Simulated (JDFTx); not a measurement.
Set up this calculation in JDFTx 1.7.0 (patched build), as the native input.

```yaml
Task: band structure
Functional: r2SCAN
Potentials_or_basis: SG15-PBE-1.2
Cutoff: 1088 eV
Density_cutoff: 8708 eV
k_mesh: 3 × 3 × 3
Occupations: fermi-dirac, width 0.05 eV
Spin: no spin polarisation
Band_ratio_of_the_Davidson_solver: 1.3
Bands: 25
Density_cutoff_over_wavefunction_cutoff: 8
Max_SCF_steps: 30
SCF_threshold_on_the_energy: 1e-06 Ha
Solver_of_the_electrons: minimize
Further_solve_for_the_empty_bands: no
Start: density of an earlier self-consistent run, held fixed
Path: G-X-W-K-G-L-U-W-L-K-U-X
```

The system is CdTe.

```xyz
2
Lattice="0.0000 3.2050 3.2050 3.2050 0.0000 3.2050 3.2050 3.2050 0.0000" Properties=species:S:1:pos:R:3 pbc="T T T"
Te    4.8075    4.8075    4.8075
Cd    0.0000    0.0000    0.0000
```

One way to write it, as run:

bands.in

```
lattice Face-Centered Cubic 12.1131444589
coords-type Lattice
ion Te     0.7500000000     0.7500000000     0.7500000000 1
ion Cd     0.0000000000     0.0000000000     0.0000000000 1

ion-species pseudo/Te.upf
ion-species pseudo/Cd.upf
elec-cutoff 40 320
elec-ex-corr mgga-x-r2scan mgga-c-r2scan
elec-smearing Fermi 0.0018374661
elec-n-bands 25
electronic-minimize nIterations 30 energyDiffThreshold 1e-06
davidson-band-ratio 1.3
forces-output-coords Cartesian
include path.kpoints
symmetries none
fix-electron-density run.$VAR

dump-name bands.$VAR
dump End Ecomponents EigStats BandEigs Kpoints Forces
```

path.kpoints

```
kpoint +0.0000000000 +0.0000000000 +0.0000000000 0.020000000000
kpoint +0.0714285714 +0.0000000000 +0.0714285714 0.020000000000
kpoint +0.1428571429 +0.0000000000 +0.1428571429 0.020000000000
kpoint +0.2142857143 +0.0000000000 +0.2142857143 0.020000000000
kpoint +0.2857142857 +0.0000000000 +0.2857142857 0.020000000000
kpoint +0.3571428571 +0.0000000000 +0.3571428571 0.020000000000
kpoint +0.4285714286 +0.0000000000 +0.4285714286 0.020000000000
kpoint +0.5000000000 +0.0000000000 +0.5000000000 0.020000000000
kpoint +0.5000000000 +0.0833333333 +0.5833333333 0.020000000000
kpoint +0.5000000000 +0.1666666667 +0.6666666667 0.020000000000
kpoint +0.5000000000 +0.2500000000 +0.7500000000 0.020000000000
kpoint +0.4375000000 +0.3125000000 +0.7500000000 0.020000000000
kpoint +0.3750000000 +0.3750000000 +0.7500000000 0.020000000000
kpoint +0.3281250000 +0.3281250000 +0.6562500000 0.020000000000
kpoint +0.2812500000 +0.2812500000 +0.5625000000 0.020000000000
kpoint +0.2343750000 +0.2343750000 +0.4687500000 0.020000000000
kpoint +0.1875000000 +0.1875000000 +0.3750000000 0.020000000000
kpoint +0.1406250000 +0.1406250000 +0.2812500000 0.020000000000
kpoint +0.0937500000 +0.0937500000 +0.1875000000 0.020000000000
kpoint +0.0468750000 +0.0468750000 +0.0937500000 0.020000000000
kpoint +0.0000000000 +0.0000000000 +0.0000000000 0.020000000000
kpoint +0.0833333333 +0.0833333333 +0.0833333333 0.020000000000
kpoint +0.1666666667 +0.1666666667 +0.1666666667 0.020000000000
kpoint +0.2500000000 +0.2500000000 +0.2500000000 0.020000000000
kpoint +0.3333333333 +0.3333333333 +0.3333333333 0.020000000000
kpoint +0.4166666667 +0.4166666667 +0.4166666667 0.020000000000
kpoint +0.5000000000 +0.5000000000 +0.5000000000 0.020000000000
kpoint +0.5250000000 +0.4500000000 +0.5250000000 0.020000000000
kpoint +0.5500000000 +0.4000000000 +0.5500000000 0.020000000000
kpoint +0.5750000000 +0.3500000000 +0.5750000000 0.020000000000
kpoint +0.6000000000 +0.3000000000 +0.6000000000 0.020000000000
kpoint +0.6250000000 +0.2500000000 +0.6250000000 0.020000000000
kpoint +0.5625000000 +0.2500000000 +0.6875000000 0.020000000000
kpoint +0.5000000000 +0.2500000000 +0.7500000000 0.020000000000
kpoint +0.5000000000 +0.2916666667 +0.7083333333 0.020000000000
kpoint +0.5000000000 +0.3333333333 +0.6666666667 0.020000000000
kpoint +0.5000000000 +0.3750000000 +0.6250000000 0.020000000000
kpoint +0.5000000000 +0.4166666667 +0.5833333333 0.020000000000
kpoint +0.5000000000 +0.4583333333 +0.5416666667 0.020000000000
kpoint +0.5000000000 +0.5000000000 +0.5000000000 0.020000000000
kpoint +0.4791666667 +0.4791666667 +0.5416666667 0.020000000000
kpoint +0.4583333333 +0.4583333333 +0.5833333333 0.020000000000
kpoint +0.4375000000 +0.4375000000 +0.6250000000 0.020000000000
kpoint +0.4166666667 +0.4166666667 +0.6666666667 0.020000000000
kpoint +0.3958333333 +0.3958333333 +0.7083333333 0.020000000000
kpoint +0.3750000000 +0.3750000000 +0.7500000000 0.020000000000
kpoint +0.6250000000 +0.2500000000 +0.6250000000 0.020000000000
kpoint +0.5833333333 +0.1666666667 +0.5833333333 0.020000000000
kpoint +0.5416666667 +0.0833333333 +0.5416666667 0.020000000000
kpoint +0.5000000000 +0.0000000000 +0.5000000000 0.020000000000
```

Potentials or basis: SG15-PBE-1.2.

Run with:

```console
$ jdftx -c 1 -i bands.in -o bands.out
```

It gave:

* Band gap along the path: 1.12 eV, direct

Caveat: the k mesh is coarse (spacing up to 0.57 Å⁻¹), so the values aren't converged; spin-orbit coupling is left out, which moves the levels of the heavy elements.

Run time: 4.3 min on 1 thread of Intel(R) Xeon(R) Platinum 8488C (Sapphire Rapids) (shared host), peak memory 0.2 GiB.
